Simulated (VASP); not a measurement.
# FeNi (P4/mmm) in VASP: electric field gradients with LDA

Aim: the electric field gradients of FeNi with LDA.

All numbers are computed with VASP 6.6.1; they aren't measurements. Logs are shortened: lines on timing, memory, paths and dates and some standing lists are left out, and cuts for length are marked.

## (1) The cell of the first run

It takes space group P4/mmm (No. 123, tetragonal). The conventional cell has a = 2.478 Å, b = 2.478 Å, c = 3.483 Å, α = 90.00°, β = 90.00°, γ = 90.00°. Fe (site symmetry 4/mmm) has 8 Ni at 2.47 Å and 4 Fe at 2.48 Å as nearest neighbours. Around Ni (site symmetry 4/mmm) lie 8 Fe at 2.47 Å and 4 Ni at 2.48 Å.

The cell is a database's computed one.

## (2) Electric field gradients, LDA, collinear spin, typed start (volume scaled by 0.96)

File INCAR:

```
SYSTEM = FeNi
  PREC = Accurate
  ENCUT = 520
  EDIFF = 1E-8
  ISMEAR = -1
  SIGMA = 0.03
  LREAL = .FALSE.
  LASPH = .TRUE.
  NELM = 150
  ALGO = Normal
  ISIF = 2
  LWAVE = .FALSE.
  LCHARG = .FALSE.
  ISPIN = 2
  MAGMOM = 3 1.5
  LORBIT = 11
  LMAXMIX = 4
  GGA = CA
  LEFG = .TRUE.
  NBANDS = 20
```

File KPOINTS:

```
Automatic mesh
0
G
  13 13 9
  0 0 0
```

File POSCAR:

```
FeNi
1.0
    2.4782269663      0.0000000000      0.0000000000
    0.0000000000      2.4782269663      0.0000000000
    0.0000000000      0.0000000000      3.4830398851
Fe Ni
1 1
Direct
    0.0000000000      0.0000000000      0.0000000000
    0.5000000000      0.5000000000      0.5000000000
```

Potentials or basis: VASP PAW LDA potentials, release 64 (Fe, Ni).

Command:

```bash
cat potpaw_LDA.64/Fe/POTCAR potpaw_LDA.64/Ni/POTCAR > POTCAR
mpirun -np 1 vasp_std > vasp.out
```

OUTCAR:

```text
SYSTEM = FeNi
   PREC = Accurate
   ENCUT = 520
   EDIFF = 1E-8
   ISMEAR = -1
   LREAL = .FALSE.
   LASPH = .TRUE.
   NELM = 150
   ISIF = 2
   ISPIN = 2
   LORBIT = 11
   GGA = CA

 ion  position               nearest neighbor table
   1  0.000  0.000  0.000-   2 2.47   2 2.47   2 2.47   2 2.47   2 2.47   2 2.47   2 2.47   2 2.47

   2  0.500  0.500  0.500-   1 2.47   1 2.47   1 2.47   1 2.47   1 2.47   1 2.47   1 2.47   1 2.47

  LATTYP: Found a simple tetragonal cell.
 ALAT       =     2.4782269663
 C/A-ratio  =     1.4054563736

  Lattice vectors:

 A1 = (   2.4782269663,   0.0000000000,   0.0000000000)
 A2 = (   0.0000000000,   2.4782269663,   0.0000000000)
 A3 = (   0.0000000000,   0.0000000000,   3.4830398851)

Analysis of symmetry for initial positions (statically):
=====================================================================
 Subroutine PRICEL returns:
 Original cell was already a primitive cell.

 Routine SETGRP: Setting up the symmetry group for a
 simple tetragonal supercell.

 Subroutine GETGRP returns: Found 16 space group operations
 (whereof 16 operations were pure point group operations)
 out of a pool of 16 trial point group operations.

The static configuration has the point symmetry D_4h.

Analysis of symmetry for dynamics (positions and initial velocities):
=====================================================================
 Subroutine PRICEL returns:
 Original cell was already a primitive cell.

 Routine SETGRP: Setting up the symmetry group for a
 simple tetragonal supercell.

 Subroutine GETGRP returns: Found 16 space group operations
 (whereof 16 operations were pure point group operations)
 out of a pool of 16 trial point group operations.

The dynamic configuration has the point symmetry D_4h.

Analysis of structural, dynamic, and magnetic symmetry:
=====================================================================
 Subroutine PRICEL returns:
 Original cell was already a primitive cell.

 Routine SETGRP: Setting up the symmetry group for a
 simple tetragonal supercell.

 Subroutine GETGRP returns: Found 16 space group operations
 (whereof 16 operations were pure point group operations)
 out of a pool of 16 trial point group operations.

The overall configuration has the point symmetry D_4h.

 Subroutine INISYM returns: Found 16 space group operations
 (whereof 16 operations are pure point group operations),
 and found     1 'primitive' translations

----------------------------------------------------------------------------------------

                                     Primitive cell

  volume of cell :      21.3915

  direct lattice vectors                    reciprocal lattice vectors
     2.478226966  0.000000000  0.000000000     0.403514292  0.000000000  0.000000000
     0.000000000  2.478226966  0.000000000     0.000000000  0.403514292  0.000000000
     0.000000000  0.000000000  3.483039885     0.000000000  0.000000000  0.287105526

  length of vectors
     2.478226966  2.478226966  3.483039885     0.403514292  0.403514292  0.287105526

  position of ions in fractional coordinates (direct lattice)
     0.000000000  0.000000000  0.000000000
     0.500000000  0.500000000  0.500000000

  ion indices of the primitive-cell ions
   primitive index   ion index
                 1           1
                 2           2

----------------------------------------------------------------------------------------

 KPOINTS: Automatic mesh

Automatic generation of k-mesh.
 Grid dimensions read from file:
 generate k-points for:   13   13    9

 Generating k-lattice:

  Cartesian coordinates                     Fractional coordinates (reciprocal lattice)
     0.031039561  0.000000000  0.000000000     0.076923077  0.000000000  0.000000000
     0.000000000  0.031039561  0.000000000     0.000000000  0.076923077  0.000000000
[... 60 lines left out ...]
   EDIFFG = 0.1E-06   stopping-criterion for IOM
   NSW    =      0    number of steps for IOM
   IBRION =     -1    ionic relax: 0-MD 1-quasi-New 2-CG
   NFREE  =      0    steps in history (QN), initial steepest desc. (CG)
   ISIF   =      2    stress and relaxation
   ISYM   =      2    0-nonsym 1-usesym 2-fastsym
   POTIM  = 0.5000    time-step for ionic-motion
   TEBEG  =    0.0;   TEEND  =   0.0 temperature during run
   PSTRESS=    0.0 pullay stress
   NELECT =      18.0000    total number of electrons
   NUPDOWN=      -1.0000    fix difference up-down
   EMIN   =  10.00;   EMAX   =-10.00  energy-range for DOS
   EFERMI =   0.00;   METHOD = LEGACY
   ISMEAR =    -1;   SIGMA  =   0.03  broadening in eV -4-tet -1-fermi 0-gaus
   EFERMI_NEDOS =   21; number of points for ismear=-14 and -15
   IALGO  =     38    algorithm
   IMIX   =      4    mixing-type and parameters
     AMIX     =   0.40;   BMIX     =  1.00
     AMIX_MAG =   1.60;   BMIX_MAG =  1.00
  volume/ion in A,a.u.               =      10.70        72.18
  Fermi-wavevector in a.u.,A,eV,Ry     =   1.545559  2.920682 32.500934  2.388751
  Thomas-Fermi vector in A             =   2.650920
   LORBIT       =     11    0 simple, 1 ext, 2 COOP (PROOUT), +10 PAW based schemes
   GGA     = CA    functional components
   LHFCALC =     F    Hartree Fock is set to
   AEXX    =    0.0000 exact exchange contribution
   IVDW    =     0    specifies the selected vdW correction
   LEPSILON=     F    determine dielectric tensor
   LRPA    =     F    only Hartree local field effects (RPA)
 spin polarized calculation
  energy-cutoff  :      520.00
  volume of cell :       21.39
 maximum number of plane-waves:       601
   NGX =  9   NGY =  9   NGZ = 13

 number of electron      18.0000007 magnetization       3.0755306

 Free energy of the ion-electron system (eV)
  ---------------------------------------------------
  ext. energy  EPLUGINS =         0.00000000
  ---------------------------------------------------
  free energy    TOTEN  =       -15.84517787 eV

  energy without entropy =      -15.84259037  energy(sigma->0) =      -15.84388412

 E-fermi :   7.9115     XC(G=0): -13.7323

 val. band max:        7.8894943995   @ k =   0.2308   0.2308   0.3333
 cond. band min:       7.9116228808   @ k =   0.4615   0.3846   0.2222
 fundamental gap:      0.0221284813
 Fermi energy:         7.9114746944

 spin component 1

 k-point     1 :       0.0000    0.0000    0.0000
  band No.  band energies     occupation
      1      -1.2139      1.00000
      2       2.6803      1.00000
      3       3.3343      1.00000
      4       5.3496      1.00000
      5       5.3496      1.00000
      6       5.4156      1.00000
[... 541 lines left out ...]
     19      29.0870      0.00000
     20      33.0531      0.00000

 [... further k-points ...]

 spin component 2

 k-point     1 :       0.0000    0.0000    0.0000
  band No.  band energies     occupation
      1      -0.9742      1.00000
      2       3.6420      1.00000
      3       4.3234      1.00000
      4       6.4000      1.00000
      5       6.4000      1.00000
      6       6.8566      1.00000
[... 541 lines left out ...]
     19      29.6662      0.00000
     20      33.4777      0.00000

 [... further k-points ...]

------------------------ aborting loop because EDIFF is reached ----------------------------------------

  FORCE on cell =-STRESS in cart. coord.  units (eV):
  Direction    XX          YY          ZZ          XY          YZ          ZX
  --------------------------------------------------------------------------------------
  -------------------------------------------------------------------------------------
  Total       -1.1627904     -1.1627904     -0.7009161      0.0000000      0.0000000      0.0000000
  in kB      -87.0906301    -87.0906301    -52.4971846      0.0000000      0.0000000      0.0000000
  external PRESSURE =     -75.5594816 kB  Pullay stress =       0.0000000 kB

 VOLUME and BASIS-vectors are now :
 -----------------------------------------------------------------------------
  energy-cutoff  :      520.00
  volume of cell :       21.39
      direct lattice vectors                 reciprocal lattice vectors
     2.478226966  0.000000000  0.000000000     0.403514292  0.000000000  0.000000000
     0.000000000  2.478226966  0.000000000     0.000000000  0.403514292  0.000000000
     0.000000000  0.000000000  3.483039885     0.000000000  0.000000000  0.287105526

 POSITION                                       TOTAL-FORCE (eV/Angst)
 -----------------------------------------------------------------------------------
      0.00000      0.00000      0.00000         0.000000      0.000000      0.000000
      1.23911      1.23911      1.74152         0.000000      0.000000      0.000000
 -----------------------------------------------------------------------------------
    total drift:                                0.000000     -0.000000     -0.000000

  FREE ENERGIE OF THE ION-ELECTRON SYSTEM (eV)
  ---------------------------------------------------
  free  energy   TOTEN  =       -15.8451778671 eV

  energy  without entropy=      -15.8425903683  energy(sigma->0) =      -15.84388412

 Electric field gradients (V/A^2)
---------------------------------------------------------------------
 ion       V_xx      V_yy      V_zz      V_xy      V_xz      V_yz
---------------------------------------------------------------------
   1     -10.481   -10.481    20.962    -0.000     0.000     0.000
   2       4.443     4.443    -8.885    -0.000    -0.000    -0.000
---------------------------------------------------------------------

 Electric field gradients after diagonalization (V/A^2)
 (convention: |V_zz| > |V_xx| > |V_yy|)
----------------------------------------------------------------------
 ion       V_xx      V_yy      V_zz     asymmetry (V_yy - V_xx)/ V_zz
----------------------------------------------------------------------
   1     -10.481   -10.481    20.962       0.000
   2       4.443     4.443    -8.885       0.000
----------------------------------------------------------------------

           NMR quadrupolar parameters

 Cq : quadrupolar parameter    Cq=e*Q*V_zz/h
 eta: asymmetry parameters     (V_yy - V_xx)/ V_zz
 Q  : nuclear electric quadrupole moment in mb (millibarn)
----------------------------------------------------------------------
 ion       Cq(MHz)       eta       Q (mb)
----------------------------------------------------------------------
   1       0.051       0.000       1.000
   2      -0.021       0.000       1.000
----------------------------------------------------------------------

 total charge

# of ion       s       p       d       tot
------------------------------------------
    1        0.494   0.538   6.260   7.293
    2        0.540   0.576   8.343   9.459
--------------------------------------------------
tot          1.035   1.115  14.603  16.752

 magnetization (x)

# of ion       s       p       d       tot
------------------------------------------
    1       -0.002  -0.013   2.432   2.418
    2       -0.022  -0.048   0.696   0.627
--------------------------------------------------
tot         -0.024  -0.060   3.128   3.045
```

Run time: 93 s. Hardware: 1 thread of Intel Xeon Platinum 8488C (Sapphire Rapids), shared host; peak memory 0.2 GiB.

Results:

| Quantity | Value |
| --- | --- |
| Free energy | -15.8452 eV |
| Pressure | -7.6 GPa |
| Band gap on the k mesh | none (metal or under the smearing width) |
| Net moment | 3.08 μB per cell |
| Site moments | Fe +2.42; Ni +0.63 μB |
| Valence electrons inside the program's atomic spheres | Fe 7.29; Ni 9.46 |

Stress tensor (GPa, compression positive):
```
-8.71  0.00  0.00
 0.00 -8.71  0.00
 0.00  0.00 -5.25
```

Electric field gradients, principal values (V/Å²):
| atom | Vxx | Vyy | Vzz |
| --- | --- | --- | --- |
| 1 Fe | -10.481 | -10.481 | 20.962 |
| 2 Ni | 4.443 | 4.443 | -8.885 |
